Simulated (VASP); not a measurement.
# C (I4_1/amd) in VASP: further runs

Runs on C. Level: PBEsol. Tasks: single point.

Everything below comes from runs of VASP 6.6.1. Logs are shortened: lines on timing, memory, paths and dates and some standing lists are left out, and cuts for length are marked.

## 1. The structure

The structure is tetragonal, space group I4_1/amd (No. 141). The conventional cell has a = 2.584 Å, b = 2.584 Å, c = 3.362 Å, α = 90.00°, β = 90.00°, γ = 90.00°. Around C (site symmetry -4m2) lie 4 C at 1.54 Å.

This isn't the form of C at room conditions, which is graphite.

## 2. Single point, PBEsol

File INCAR:

```
ALGO = Normal
EDIFF = 1E-7
ENCUT = 520
GGA = PS
ISIF = 2
ISMEAR = 0
LASPH = True
LCHARG = False
LREAL = False
LWAVE = False
NBANDS = 11
NELM = 100
PREC = Accurate
SIGMA = 0.05
```

File KPOINTS:

```
k-points
0
Gamma
  12 12 12
```

File POSCAR:

```
C
1.0
    0.0000000000      1.8269844008      1.6808256487
    1.8269844008      0.0000000000      1.6808256487
    1.8269844008      1.8269844008      0.0000000000
C
2
Direct
    0.5000000000      0.5000000000      0.5000000000
    0.7500000000      0.7500000000      0.7500000000
```

Potentials or basis: VASP PAW PBE potentials, release 64 (C).

Run with:

```
> cat potpaw_PBE.64/C/POTCAR > POTCAR
> mpirun -np 1 vasp_std > vasp.out
```

OUTCAR:

```text
EDIFF = 1E-7
   ENCUT = 520
   GGA = PS
   ISIF = 2
   ISMEAR = 0
   LASPH = True
   LREAL = False
   NELM = 100
   PREC = Accurate

 ion  position               nearest neighbor table
   1  0.500  0.500  0.500-   2 1.54   2 1.54   2 1.54   2 1.54
   2  0.750  0.750  0.750-   1 1.54   1 1.54   1 1.54   1 1.54

  LATTYP: Found a body centered tetragonal cell.
 ALAT       =     2.5837461179
 C/A-ratio  =     1.3010764774

  Lattice vectors:

 A1 = (   0.0000000000,  -1.8269844008,  -1.6808256487)
 A2 = (   0.0000000000,   1.8269844008,  -1.6808256487)
 A3 = (   1.8269844008,   0.0000000000,   1.6808256487)

Analysis of symmetry for initial positions (statically):
=====================================================================
 Subroutine PRICEL returns:
 Original cell was already a primitive cell.

 Routine SETGRP: Setting up the symmetry group for a
 body centered tetragonal supercell.

 Subroutine GETGRP returns: Found 16 space group operations
 (whereof  8 operations were pure point group operations)
 out of a pool of 16 trial point group operations.

The static configuration has the point symmetry D_2d.
 The point group associated with its full space group is D_4h.

Analysis of symmetry for dynamics (positions and initial velocities):
=====================================================================
 Subroutine PRICEL returns:
 Original cell was already a primitive cell.

 Routine SETGRP: Setting up the symmetry group for a
 body centered tetragonal supercell.

 Subroutine GETGRP returns: Found 16 space group operations
 (whereof  8 operations were pure point group operations)
 out of a pool of 16 trial point group operations.

The dynamic configuration has the point symmetry D_2d.
 The point group associated with its full space group is D_4h.

 Subroutine INISYM returns: Found 16 space group operations
 (whereof  8 operations are pure point group operations),
 and found     1 'primitive' translations

----------------------------------------------------------------------------------------

                                     Primitive cell

  volume of cell :      11.2208

  direct lattice vectors                    reciprocal lattice vectors
     0.000000000  1.826984401  1.680825649    -0.273675024  0.273675024  0.297472852
     1.826984401  0.000000000  1.680825649     0.273675024 -0.273675024  0.297472852
     1.826984401  1.826984401  0.000000000     0.273675024  0.273675024 -0.297472852

  length of vectors
     2.482548461  2.482548461  2.583746118     0.488145609  0.488145609  0.488145609

  position of ions in fractional coordinates (direct lattice)
     0.500000000  0.500000000  0.500000000
     0.750000000  0.750000000  0.750000000

  ion indices of the primitive-cell ions
   primitive index   ion index
                 1           1
                 2           2

----------------------------------------------------------------------------------------

 KPOINTS: k-points

Automatic generation of k-mesh.
 Grid dimensions read from file:
 generate k-points for:   12   12   12

 Generating k-lattice:

  Cartesian coordinates                     Fractional coordinates (reciprocal lattice)
    -0.022806252  0.022806252  0.024789404     0.083333333  0.000000000  0.000000000
     0.022806252 -0.022806252  0.024789404     0.000000000  0.083333333  0.000000000
     0.022806252  0.022806252 -0.024789404    -0.000000000 -0.000000000  0.083333333

  Length of vectors
     0.040678801  0.040678801  0.040678801

  Shift w.r.t. Gamma in fractional coordinates (k-lattice)
     0.000000000  0.000000000  0.000000000

 Subroutine IBZKPT returns following result:
 ===========================================

 Found    163 irreducible k-points:

 Following reciprocal coordinates:
            Coordinates               Weight
  0.000000  0.000000  0.000000      1.000000
  0.083333 -0.000000  0.000000      8.000000
  0.166667 -0.000000  0.000000      8.000000
  0.250000 -0.000000  0.000000      8.000000
  0.333333 -0.000000  0.000000      8.000000
  0.416667 -0.000000  0.000000      8.000000
[... 16 lines left out ...]
  0.500000  0.166667  0.000000      8.000000
 -0.416667  0.166667  0.000000      8.000000
 [... further k-points ...]
   k-points           NKPTS =    163   k-points in BZ     NKDIM =    163   number of bands    NBANDS=     11
   number of dos      NEDOS =    301   number of ions     NIONS =      2
   total plane-waves  NPLWV =   6480
   dimension x,y,z NGX =    18 NGY =   18 NGZ =   20
   dimension x,y,z NGXF=    36 NGYF=   36 NGZF=   40
   ions per type =               2
   NGX,Y,Z   is equivalent  to a cutoff of  12.05, 12.05, 12.87 a.u.
   NGXF,Y,Z  is equivalent  to a cutoff of  24.11, 24.11, 25.74 a.u.
 SYSTEM =  unknown system
   PREC   = accura    normal or accurate (medium, high low for compatibility)
   ISTART =      0    job   : 0-new  1-cont  2-samecut
   ICHARG =      2    charge: 1-file 2-atom 10-const
   ISPIN  =      1    spin polarized calculation?
   LNONCOLLINEAR =      F non collinear calculations
   LSORBIT =      F    spin-orbit coupling
   LASPH  =      T    aspherical Exc in radial PAW
   ENCUT  =  520.0 eV  38.22 Ry    6.18 a.u.   4.62  4.62  4.80*2*pi/ulx,y,z
   NELM   =    100;   NELMIN=  2; NELMDL= -5     # of ELM steps
   EDIFF  = 0.1E-06   stopping-criterion for ELM
   LREAL  =      F    real-space projection
   EDIFFG = 0.1E-05   stopping-criterion for IOM
   NSW    =      0    number of steps for IOM
   IBRION =     -1    ionic relax: 0-MD 1-quasi-New 2-CG
   NFREE  =      0    steps in history (QN), initial steepest desc. (CG)
   ISIF   =      2    stress and relaxation
   ISYM   =      2    0-nonsym 1-usesym 2-fastsym
   POTIM  = 0.5000    time-step for ionic-motion
   TEBEG  =    0.0;   TEEND  =   0.0 temperature during run
   PSTRESS=    0.0 pullay stress
   NELECT =       8.0000    total number of electrons
   NUPDOWN=      -1.0000    fix difference up-down
   EMIN   =  10.00;   EMAX   =-10.00  energy-range for DOS
   EFERMI =   0.00;   METHOD = LEGACY
   ISMEAR =     0;   SIGMA  =   0.05  broadening in eV -4-tet -1-fermi 0-gaus
   EFERMI_NEDOS =   21; number of points for ismear=-14 and -15
   IALGO  =     38    algorithm
   IMIX   =      4    mixing-type and parameters
     AMIX     =   0.40;   BMIX     =  1.00
     AMIX_MAG =   1.60;   BMIX_MAG =  1.00
  volume/ion in A,a.u.               =       5.61        37.86
  Fermi-wavevector in a.u.,A,eV,Ry     =   1.462505  2.763734 29.101788  2.138921
  Thomas-Fermi vector in A             =   2.578710
   LORBIT       =      0    0 simple, 1 ext, 2 COOP (PROOUT), +10 PAW based schemes
   GGA     = PS    functional components
   LHFCALC =     F    Hartree Fock is set to
   AEXX    =    0.0000 exact exchange contribution
   IVDW    =     0    specifies the selected vdW correction
   LEPSILON=     F    determine dielectric tensor
   LRPA    =     F    only Hartree local field effects (RPA)
 non-spin polarized calculation
 Gauss-broadening in eV      SIGMA  =   0.05
  energy-cutoff  :      520.00
  volume of cell :       11.22
 maximum number of plane-waves:       315
   NGX =  9   NGY =  9   NGZ =  9

 number of electron       8.0000000 magnetization

 Free energy of the ion-electron system (eV)
  ---------------------------------------------------
  ext. energy  EPLUGINS =         0.00000000
  ---------------------------------------------------
  free energy    TOTEN  =       -19.10777767 eV

  energy without entropy =      -19.10777767  energy(sigma->0) =      -19.10777767

 E-fermi :  10.9545     XC(G=0): -13.4953

 val. band max:       10.6473972203   @ k =   0.0000   0.0000   0.0000
 cond. band min:      12.6443854014   @ k =   0.4167   0.4167   0.0000
 fundamental gap:      1.9969881811
 Fermi energy:        10.9544938812

 k-point     1 :       0.0000    0.0000    0.0000
  band No.  band energies     occupation
      1     -11.7908      2.00000
      2       9.4921      2.00000
      3       9.4921      2.00000
      4      10.6474      2.00000
      5      14.8350      0.00000
      6      15.8559      0.00000
      7      15.8559      0.00000
      8      23.4091      0.00000
      9      29.0516      0.00000
     10      34.3219      0.00000
     11      35.8242      0.00000

 k-point     2 :       0.0833   -0.0000    0.0000
  band No.  band energies     occupation
      1     -11.5958      2.00000
      2       8.5003      2.00000
      3       9.1440      2.00000
      4      10.1049      2.00000
      5      15.2523      0.00000
      6      16.2518      0.00000
      7      16.5795      0.00000
      8      23.5633      0.00000
      9      29.3775      0.00000
     10      32.6765      0.00000
     11      34.0725      0.00000

 k-point     3 :       0.1667   -0.0000    0.0000
  band No.  band energies     occupation
      1     -11.0128      2.00000
      2       6.0683      2.00000
      3       8.3718      2.00000
      4       9.3460      2.00000
      5      16.0624      0.00000
      6      17.0667      0.00000
      7      17.8193      0.00000
      8      24.0073      0.00000
      9      29.9935      0.00000
     10      31.5060      0.00000
     11      32.7143      0.00000

 k-point     4 :       0.2500   -0.0000    0.0000
  band No.  band energies     occupation
      1     -10.0498      2.00000
      2       3.2317      2.00000
      3       7.5573      2.00000
      4       8.6716      2.00000
      5      16.7422      0.00000
      6      17.7116      0.00000
      7      18.8879      0.00000
      8      24.6287      0.00000
      9      30.1921      0.00000
     10      31.6164      0.00000
     11      32.6683      0.00000
[... 239 lines left out ...]
 k-point    22 :       0.4167    0.1667    0.0000
  band No.  band energies     occupation
      1      -7.2750      2.00000
      2      -0.2828      2.00000
      3       5.0808      2.00000
      4       6.4428      2.00000
      5      15.4627      0.00000
      6      20.6639      0.00000
      7      21.4247      0.00000
      8      21.8585      0.00000
      9      31.5638      0.00000
     10      33.3252      0.00000
     11      37.2638      0.00000

 k-point    23 :       0.5000    0.1667    0.0000
  band No.  band energies     occupation
      1      -5.6619      2.00000
      2      -2.5013      2.00000
      3       5.1136      2.00000
      4       5.7465      2.00000
      5      15.8536      0.00000
      6      20.3651      0.00000
      7      21.8364      0.00000
      8      23.1137      0.00000
      9      30.4627      0.00000
     10      34.1682      0.00000
     11      36.5523      0.00000

 k-point    24 :      -0.4167    0.1667    0.0000
  band No.  band energies     occupation
      1      -5.6245      2.00000
      2      -2.5548      2.00000
      3       5.2148      2.00000
      4       5.4642      2.00000
      5      16.1935      0.00000
      6      19.9714      0.00000
      7      21.8907      0.00000
      8      24.7812      0.00000
      9      29.1225      0.00000
     10      34.0200      0.00000
     11      34.4145      0.00000

 [... further k-points ...]
[... 5 lines left out ...]
  --------------------------------------------------------------------------------------
  -------------------------------------------------------------------------------------
  Total       -1.5671869     -1.5671869      3.3803958      0.0000000     -0.0000000      0.0000000
  in kB     -223.7736921   -223.7736921    482.6760944      0.0000000     -0.0000000      0.0000000
  external PRESSURE =      11.7095701 kB  Pullay stress =       0.0000000 kB

 VOLUME and BASIS-vectors are now :
 -----------------------------------------------------------------------------
  energy-cutoff  :      520.00
  volume of cell :       11.22
      direct lattice vectors                 reciprocal lattice vectors
     0.000000000  1.826984401  1.680825649    -0.273675024  0.273675024  0.297472852
     1.826984401  0.000000000  1.680825649     0.273675024 -0.273675024  0.297472852
     1.826984401  1.826984401  0.000000000     0.273675024  0.273675024 -0.297472852

 POSITION                                       TOTAL-FORCE (eV/Angst)
 -----------------------------------------------------------------------------------
      1.82698      1.82698      1.68083         0.000000      0.000000      0.000000
      2.74048      2.74048      2.52124        -0.000000     -0.000000     -0.000000
 -----------------------------------------------------------------------------------
    total drift:                                0.000000     -0.000000      0.000000

  FREE ENERGIE OF THE ION-ELECTRON SYSTEM (eV)
  ---------------------------------------------------
  free  energy   TOTEN  =       -19.1077776680 eV

  energy  without entropy=      -19.1077776680  energy(sigma->0) =      -19.10777767
```

It took 31 s on 1 thread of Intel Xeon Platinum 8375C at 2.90GHz (Ice Lake), shared host; peak memory 0.12 GiB.

What came out:

```
Free energy            : -19.1078 eV
Pressure               : 1.2 GPa
Band gap on the k mesh : 2.00 eV, indirect (least direct gap 4.19 eV)
```

Caveat: the PAW data sets were made with another functional, which shifts forces and pressure a little.

[end of part 1 of 2]
